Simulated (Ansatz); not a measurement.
# Pt (omega type): how the settings move a single-point run

How sensitive is a single-point run of Pt (omega type) to its settings? A reference run comes first, then one run with altered input.

Program: Ansatz 0.2.0. Level of theory: reference: DFT, PBE, PAW with Ansatz's default frozen-core files, scalar-relativistic. These are calculated values, not measurements.

**1. The system as given**

The structure is hexagonal, space group P6/mmm (No. 191). The conventional cell has a = 3.481 Å, b = 3.481 Å, c = 2.062 Å, α = 90.00°, β = 90.00°, γ = 120.00°. Pt (site symmetry 6/mmm) has 14 Pt at 2.06 to 2.26 Å as nearest neighbours. Around Pt (site symmetry -6m2) lie 11 Pt at 2.01 to 2.26 Å.

Coordinates:

```
Pt
1.0
     3.48067    0.00000    0.00000
    -1.74033    3.01435    0.00000
     0.00000    0.00000    2.06217
Pt
3
Cartesian
  0.0000 0.0000 0.0000
  0.0000 2.0096 1.0311
  1.7403 1.0048 1.0311
```

**2. Reference**

Input file input.yaml:

```yaml
crystal:
  lattice:
    - [3.4806683669, 0.0, 0.0]
    - [-1.7403341834, 3.0143472279, 0.0]
    - [0.0, 0.0, 2.0621675385]
  atoms:
    - { symbol: Pt, position: [0.0, 0.0, 0.0] }
    - { symbol: Pt, position: [0.3333333333, 0.6666666667, 0.5] }
    - { symbol: Pt, position: [0.6666666667, 0.3333333333, 0.5] }
kpoints:
  mp_grid: { grid: [9, 9, 12] }
scf:
  occupations: { method: fermi_dirac, width: 0.08 }
hamiltonian:
  xc: pbe
  pseudopotentials: { kind: paw }
output:
  forces: true
  stress: true
  eigenvalues: true
  populations: true
```

Launch:

```console
$ ansatz run input.yaml --threads 1 --pin off --max-ram 3072MiB --backend cpu --events-out ev --progress --plain --runs-dir out
```

Excerpt of the output:

```text
[...]
Basis set: ecut = 420 eV, 421 PW (Γ), exchange–correlation on 48×48×30 points (8 copies of the dense FFT grid, shifted against one another)
[...]
k-points: 84 of 972
[...]
SCF iter   1: F=—  HF=-37518.449591 eV  |F-HF|=—  |Δ(HF+E_count)|=         —  Δρ=1.99e-1  dr2=1.02e1  ethr=1.77e-3  ⟨swp⟩=7.0  Hψ=12852  notcnv=0  defer=9
preconditioner: auto → none  [metal: Δε(μ)=0.037 eV  Ē_g=19.642 eV  σ=0.080 eV  W_gap=0.12  n_scr=8 (ndim 8)  ℏωp=43.7 eV  f_vac=0.000  D(μ)=1.47/eV (n_scr^D=8)  sad-step TF]
SCF iter   2: F=—  HF=-37516.879193 eV  |F-HF|=—  |Δ(HF+E_count)|=    1.57e0  Δρ=1.31e-1  dr2=5.43e0  ethr=1.77e-3  ⟨swp⟩=3.2  Hψ=5303  notcnv=0  defer=86
[...]
SCF iter   7: F=—  HF=-37515.290805 eV  |F-HF|=—  |Δ(HF+E_count)|=   5.92e-6  Δρ=3.24e-5  dr2=7.98e-8  ethr=1.85e-10  ⟨swp⟩=11.2  Hψ=17320  notcnv=0
SCF iter   8: F=-37515.290805 eV  HF=-37515.290805 eV  |F-HF|=6.55e-10  |Δ(HF+E_count)|=   2.80e-8  Δρ=4.81e-6  dr2=9.95e-10  ethr=1.48e-10  ⟨swp⟩=3.1  Hψ=11028  notcnv=0
[...]
SCF converged after 8 iterations
Free energy (F): -37515.290805 eV
[...]
E sigma→0 (E₀):  -37515.275120 eV
[...]
Fermi energy:    56.584926 eV
[...]
  P = ⅓ Tr σ = 1389.9285 GPa (13899.285 kbar)
[...]
```

Run time: 3.1 s. Hardware: 1 thread of Intel Xeon Platinum 8488C (Sapphire Rapids), shared host; peak memory 0.4 GiB.

**3. Changing settings: occupations.method tetrahedron, hubbard.sites [{species: Pt, l: d, u_eff: 1.0}], hubbard.double_counting fll, width left out**

Edit input.yaml of step 2 so:

```diff
@@ -12,3 +12,3 @@
 scf:
-  occupations: { method: fermi_dirac, width: 0.08 }
+  occupations: { method: tetrahedron }
 hamiltonian:
@@ -16,2 +16,3 @@
   pseudopotentials: { kind: paw }
+  hubbard: { sites: [{ species: Pt, l: d, u_eff: 1.0 }], double_counting: fll }
 output:
```

Launch:

```console
$ ansatz run input.yaml --threads 1 --pin off --max-ram 3072MiB --backend cpu --events-out ev --progress --plain --runs-dir out
```

What it wrote:

```text
Warning: output.forces, output.stress, relax.cell or npt_langevin: where a Kohn–Sham band that disperses or a degenerate level is filled in part under the method tetrahedron, the forces or the stress that this run publishes need not agree with its energy (scf.occupations.method in the input reference, under Limitations); prefer a smearing scheme for the forces or the stress
Pt: projections on atomic orbitals take those of the free atom [Kr 4d10 4f14] 5s2 5p6 5d9 6s1, of charge +0.00 (hamiltonian.pseudopotentials.projection_atoms); the dataset's partial waves leave at most 9.1e-5 of an orbital's norm unspanned inside its sphere
Engine: ansatz 0.2.0
Pseudopotentials: kind: paw
Pseudopotential: Pt, paw, valence charge 18, recommended cutoff 420 eV (normal)
Functional definition: PBE
  parameter kappa = 0.804
  parameter beta = 0.06672455060314922
  exchange = pbe_x(kappa = kappa, mu = beta*pi^2/3)
  correlation = pbe_c(beta = beta)
Crystal: 3 atoms, lattice volume = 21.636 Å³
Basis set: ecut = 420 eV, 421 PW (Γ), exchange–correlation on 48×48×30 points (8 copies of the dense FFT grid, shifted against one another)
Bands: 33, of which v1, the nominal top of the filled ones, is band 27 counted from 1 (26 counted from 0)
Symmetry: 24 space group operations
Space group: P6/mmm (ITA 191), of the structure as read, at distance tolerance 2.8e-5 Å
k-points: 84 of 972
Non-local potential: Pt, projectors of the file, l = 0: 3, l = 1: 2, l = 2: 2, l = 3: 1
PAW form: soft (Blöchl's): semilocal exchange-correlation on the pseudo side does not see the compensation charge
PAW one-centre angular grid: Pt, 590 points (default); XC on 64 Gauss nodes
Initial density: superposition of atomic densities (chi_scale 0.1, normalization cell)
Initial wavefunctions: pseudopotential atomic-orbital guess
Functional: x = pbe(κ = 0.804, μ = 0.2195149727645171), c = pbe(β = 0.06672455060314922)
iter 1 solved again at ethr=5.42e-4 eV; its pass at ethr=3.10e-3 eV (dr2=2.93e-1 eV) is discarded
SCF iter   1: F=—  HF=-37513.735211 eV  |F-HF|=—  |Δ(HF+E_count)|=         —  Δρ=7.63e-2  dr2=2.93e-1  ethr=5.42e-4  ⟨swp⟩=1.6  Hψ=16161  notcnv=0
preconditioner: auto → none  [metal: no gap  n_scr=8 (ndim 8)  ℏωp=43.7 eV  f_vac=0.000  sad-step TF]
SCF iter   2: F=—  HF=-37513.961017 eV  |F-HF|=—  |Δ(HF+E_count)|=   2.26e-1  Δρ=4.52e-2  dr2=1.06e-1  ethr=5.42e-4  ⟨swp⟩=2.0  Hψ=3174  notcnv=0
SCF iter   3: F=—  HF=-37514.040643 eV  |F-HF|=—  |Δ(HF+E_count)|=   7.96e-2  Δρ=3.73e-3  dr2=2.44e-3  ethr=1.97e-4  ⟨swp⟩=2.2  Hψ=5189  notcnv=0
SCF iter   4: F=—  HF=-37514.040331 eV  |F-HF|=—  |Δ(HF+E_count)|=   3.12e-4  Δρ=2.28e-3  dr2=1.51e-3  ethr=4.52e-6  ⟨swp⟩=3.3  Hψ=6018  notcnv=0  defer=4
SCF iter   5: F=—  HF=-37514.040130 eV  |F-HF|=—  |Δ(HF+E_count)|=   2.02e-4  Δρ=8.62e-4  dr2=1.78e-4  ethr=2.79e-6  ⟨swp⟩=3.2  Hψ=4900  notcnv=0  defer=4
SCF iter   6: F=—  HF=-37514.040077 eV  |F-HF|=—  |Δ(HF+E_count)|=   5.24e-5  Δρ=2.73e-4  dr2=1.37e-5  ethr=3.29e-7  ⟨swp⟩=2.9  Hψ=4092  notcnv=0  defer=5
SCF iter   7: F=—  HF=-37514.040068 eV  |F-HF|=—  |Δ(HF+E_count)|=   9.43e-6  Δρ=4.68e-5  dr2=6.01e-7  ethr=2.54e-8  ⟨swp⟩=3.0  Hψ=5732  notcnv=0  defer=5
SCF iter   8: F=-37514.040067 eV  HF=-37514.040067 eV  |F-HF|=1.34e-8  |Δ(HF+E_count)|=   8.66e-7  Δρ=9.31e-6  dr2=1.64e-8  ethr=1.85e-10  ⟨swp⟩=5.8  Hψ=10130  notcnv=0
SCF 1 converged in 8 iterations: F = -37514.040067 eV  dr2 = 1.64e-8
SCF converged after 8 iterations
Stability not checked: this state was not tested for a lower state beside it, because cold or Methfessel-Paxton smearing, or corrected tetrahedra, fill the levels in a way that the test cannot read (fill_not_monotonic; see scf.lower_state_search)
Free energy (F): -37514.040067 eV
Harris-Foulkes:  -37514.040067 eV  (|F-HF|=1.34e-8)
Internal energy: -37514.040009 eV  (E = F + TS)
E sigma→0 (E₀):  -37514.040067 eV
Entropy (-TS):   -0.000058 eV (-0.019 meV/atom)
Fermi energy:    56.351740 eV
--- Per-component energies (eV) ---
  E_band       = 1091.099900
  E_kinetic    = 2132.668499
  E_local      = -1447.177599  (includes V_loc(G=0)·N_el)
  E_nonlocal   = 654.951861
  E_hartree    = 832.663895
  E_xc         = -838.404879
  E_vxc        = -979.645091  (∫ρ·V_xc dr)
  E_hubbard    = 1.224307  (on-site DFT+U / exact-exchange correction)
  E_vhub       = -11.188437  (the Hubbard potential's part of the band-sum identity)
  E_paw        = -28404.111457  (= ΣΔE_a)
  E_vpaw       = -923.839697  (= ΣTr[D̂ρ^β])
  E_aug_tail   = 0.000736  (compensation charges beyond the density's cutoff)
  E_ewald      = -10445.855372
  E_smearing   = -0.000058  (= −TS)
  E_closure    = -0.000000  (closes the sum)
  Σ components = -37514.040067   (vs F -37514.040067, Δ=0.00e0)
--- Forces (eV/Å), atoms counted from 1 ---
  atom   1  Pt    -0.00000000    -0.00000000     0.00000000
  atom   2  Pt    -0.00000000     0.00000000     0.00000000
  atom   3  Pt     0.00000000    -0.00000000     0.00000000
  max |Σ_I F_I| component: 7.40e-17 eV/Å
--- Stress (GPa, compression-positive) ---
     1387.634414      -0.000000       0.000000
       -0.000000    1387.634414       0.000000
        0.000000       0.000000    1383.902099
  P = ⅓ Tr σ = 1386.3903 GPa (13863.903 kbar)
--- Band table (eV; the first three rows and the last of 84) ---
  k-point 0: bands = ["-47.0566", "-45.9172", "-45.7584", "-3.4718", "-3.4718", "-2.0862", "-2.0862", "0.2281", "1.2641", "1.2641", "1.3922", "1.5990", "36.7418", "37.0206", "42.5742", "43.5060", "44.8530", "44.8530", "44.8780", "44.8780", "46.1698", "46.1698", "49.1903", "49.1903", "49.4975", "49.4975", "58.0231", "58.0231", "66.5072", "67.3937", "68.3756", "68.3803", "68.3803"]
  k-point 1: bands = ["-47.0152", "-45.8845", "-45.7313", "-3.4275", "-3.4275", "-2.0071", "-2.0071", "-0.1125", "1.0727", "1.2311", "1.2470", "1.2470", "37.2208", "37.7968", "43.4688", "43.8440", "43.8440", "44.1854", "44.3229", "44.3229", "46.2161", "46.2161", "49.3638", "49.3638", "49.8835", "49.8835", "57.4351", "57.4351", "66.4580", "67.5440", "68.5974", "69.1728", "69.1728"]
  k-point 2: bands = ["-46.9013", "-45.7944", "-45.6581", "-3.3048", "-3.3048", "-1.7788", "-1.7788", "-0.9920", "0.2394", "0.2746", "1.1894", "1.1894", "38.3515", "39.9520", "41.7677", "41.7677", "43.0095", "43.0095", "46.0060", "46.2953", "46.4652", "46.4652", "48.8900", "48.8900", "51.0443", "51.0443", "56.3776", "56.3776", "66.0692", "67.9723", "69.2596", "70.1363", "70.8062"]
  k-point 83: bands = ["-45.9329", "-45.9329", "-45.3900", "-4.4493", "-3.6664", "-3.6664", "-1.8275", "-1.1499", "-1.1499", "-0.0551", "-0.0551", "1.1684", "36.0756", "40.5727", "40.5727", "41.1809", "41.4863", "41.4863", "44.3919", "44.3919", "47.1182", "47.1182", "48.0737", "54.7281", "57.2556", "59.3355", "59.3355", "60.1383", "65.7350", "65.7350", "66.5988", "72.7697", "72.7697"]
Occupation matrices written to <dir>
--- Löwdin populations: 3 sites ---
  site symbol       q [e]
     0     Pt     17.9793
     1     Pt     17.7671
     2     Pt     17.7671
  spilling = 0.009009 (of n_electrons = 54.000000)
```

It took 6.3 s on 1 thread of Intel Xeon Platinum 8488C (Sapphire Rapids), shared host; peak memory 0.41 GiB.

Changing the smearing and Hubbard U moves the energy by +411.7 meV/atom (σ→0 values), and the pressure goes from 1389.9 to 1386.4 GPa. The U term adds an energy of its own, so the shift says nothing about which run is better. Cost: 6.3 s against 3.1 s.

**4. Comparison**

| run | ending | energy change | pressure (GPa) | gap (eV) | force (eV/Å) | cycles | time |
| --- | --- | --- | --- | --- | --- | --- | --- |
| reference | converged | 0 | 1389.9 | 0.00 | 0.00 | 8 | 3.1 s |
| 1: occupations.method tetrahedron, hubbard.sites [{species: Pt, l: d, u_eff: 1.0}], hubbard.double_counting fll, width left out | converged | +411.7 meV/atom (σ→0) (U changed: no physical gain or loss) | 1386.4 | 0.00 | 0.00 | 8 | 6.3 s |

Residual by cycle in the longest SCF loop of each run; runs are numbered as in the table. The quantity is the density residual dr2, in eV.

| cycle | reference | run 1 |
| --- | --- | --- |
| 1 | 10.2 | 0.293 |
| 2 | 5.43 | 0.106 |
| 3 | 0.0554 | 0.00244 |
| 4 | 0.00512 | 0.00151 |
| 5 | 1.9e-4 | 1.8e-4 |
| 6 | 4.5e-6 | 1.4e-5 |
| 7 | 8.0e-8 | 6.0e-7 |
| 8 | 9.9e-10 | 1.6e-8 |

What this shows: Changing the smearing and Hubbard U moves the energy by +411.7 meV/atom (σ→0 values), and the pressure goes from 1389.9 to 1386.4 GPa. The U term adds an energy of its own, so the shift says nothing about which run is better. Cost: 6.3 s against 3.1 s. A changed U is a change of model: its shifts are not errors of convergence. The structure is not at rest: the sound run finds 1390 GPa, so these are no properties of the relaxed crystal. 
